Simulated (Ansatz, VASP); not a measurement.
One calculation of S, two programs

```
S
1.0
     4.33688    0.00000    0.00000
    -2.16844    3.75585    0.00000
     0.00000    0.00000    4.40833
S
3
Direct
  0.19564 0.00000 0.33333
  0.00000 0.19564 0.66667
  0.80436 0.80436 0.00000
```

Alike in both runs: functional PBEsol; k mesh 6 × 6 × 4; occupations gaussian, width 0.1 eV; no spin polarisation.

Ansatz relaxed the structure, and its values are those at the end. VASP's run is a single point on that final structure, the one shown.

```csv
,VASP,Ansatz
version,VASP 6.6.1,Ansatz 0.2.0
potentials or method,"VASP PAW PBE potentials, release 64 (S)","scalar-relativistic, plane waves, PAW"
plane-wave cutoff (eV),520,420
valence electrons in the cell,18,18
```

|  | VASP | Ansatz | Ansatz less VASP |
| --- | --- | --- | --- |
| gap on the k mesh at the Fermi level (eV) | 1.80 | 1.75 | -0.057 |
| least direct gap on the mesh (eV) | 2.18 | 2.11 | -0.067 |
| pressure (GPa) | -0.3 | 0.1 | +0.37 |
| rms of the force components (eV/Å) | 0.059 | 0.008 | -0.0513 |

Caveats: the PAW data sets were made with another functional, which shifts forces and pressure a little (VASP). A k mesh can miss the band edges.
